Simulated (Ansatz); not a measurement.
## AlRu under changes of volume

One of the cells (13.387 Å³/atom); the others are scaled copies at fixed shape and fractional positions:

```
CELL_PARAMETERS angstrom
2.99160 0.00000 0.00000
0.00000 2.99160 0.00000
0.00000 0.00000 2.99160
ATOMIC_POSITIONS crystal
Ru 0.50000 0.50000 0.50000
Al 0.00000 0.00000 0.00000
```

```yaml
Program: Ansatz 0.2.0
Functional: LDA
Potentials_or_basis: all-electron LAPW, scalar-relativistic
Cutoff: 241 eV (chosen from the basis error)
Basis_error_allowed: 0.001 eV/atom
k_mesh: 9 × 9 × 9
Occupations: fermi-dirac, width 0.05 eV
Spin: no spin polarisation
```

```csv
volume (Å³/atom),energy over the lowest point (meV/atom),pressure (GPa)
12.584,5.07,5.7
12.851,0.00,0.6
13.119,3.08,-4.1
13.387,13.48,-8.2
13.655,?,?
13.922,53.16,-15.2
14.190,81.13,-18.1
```

**Question.** What does the run at 13.655 Å³/atom give?

**Answer.** Energy over the lowest point 30.40 meV/atom; pressure -11.9 GPa.

Worked out: A Birch-Murnaghan fit of order 3 (a polynomial in V^(-2/3)) to the other rows has its minimum at 12.88 Å³/atom with B0 = V·E''(V) = 233 GPa and B' = 4.5. It gives 30.45 meV/atom at 13.655 Å³/atom, against the run's 30.40, and -dE/dV = -11.9 GPa, against -11.9.

Energies are extrapolated to zero smearing.
